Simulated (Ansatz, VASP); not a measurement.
**One calculation of TiTe2, two programs**

File INCAR:

```
ALGO = Normal ; EDIFF = 1E-6
ENCUT = 520 ; GGA = PE
ISIF = 2 ; ISMEAR = 1
LASPH = T ; LCHARG = F
LREAL = F ; LWAVE = F
NBANDS = 19 ; NELM = 100
PREC = Accurate ; SIGMA = 0.1
```

File KPOINTS:

```
k-points
0
Gamma
  3 3 2
```

POSCAR

```
TiTe2
1.0
    3.7770000000      0.0000000000      0.0000000000
   -1.8885000000      3.2709779500      0.0000000000
    0.0000000000      0.0000000000      6.4980000000
Ti Te
1 2
Direct
    0.0000000000      0.0000000000      0.0000000000
    0.6666666667      0.3333333333      0.2628000000
    0.3333333333      0.6666666667      0.7372000000
```

Input for Ansatz:

```yaml
crystal:
  lattice:
    - [3.777, 0.0, 0.0]
    - [-1.8885, 3.27097795, 0.0]
    - [0.0, 0.0, 6.498]
  atoms:
    - { symbol: Ti, position: [0.0, 0.0, 0.0] }
    - { symbol: Te, position: [0.6666666666666666, 0.3333333333333333, 0.2628] }
    - { symbol: Te, position: [0.3333333333333333, 0.6666666666666666, 0.7372] }
kpoints:
  mp_grid:
    grid: [3, 3, 2]
hamiltonian:
  xc: pbe
scf:
  occupations:
    method: cold
    width: 0.1
  eigensolver:
    kind: davidson
    mixed_precision: false
output:
  stress: true
```

Alike in both runs: task single point; functional PBE; k mesh 3 × 3 × 2; no spin polarisation.

|  | VASP | Ansatz |
| --- | --- | --- |
| version | VASP 6.6.1 | Ansatz 0.2.0 |
| potentials or method | VASP PAW PBE potentials, release 64 (Ti_sv, Te) | plane waves, PAW |
| plane-wave cutoff (eV) | 520 | 420 |
| occupations | methfessel-paxton of order 1, width 0.1 eV | cold, width 0.1 eV |
| valence electrons in the cell | 24 | 44 |

VASP gave:

| Quantity | Value |
| --- | --- |
| pressure (GPa) | 1.2 |
| largest component of the traceless stress (GPa) | 0.21 |

Question: What did Ansatz give for the same quantities?

Answer: Pressure (GPa): 1.2; largest component of the traceless stress (GPa): 0.22.

The two sets of potentials don't hold the same shells in valence.

Caveats: the k mesh is coarse (spacing up to 0.64 Å⁻¹), so the values aren't converged; this functional lacks dispersion, which binds the layers, so the pressure and a relaxed spacing across them are unreliable. Spin-orbit coupling is left out, which matters for the levels of Te.
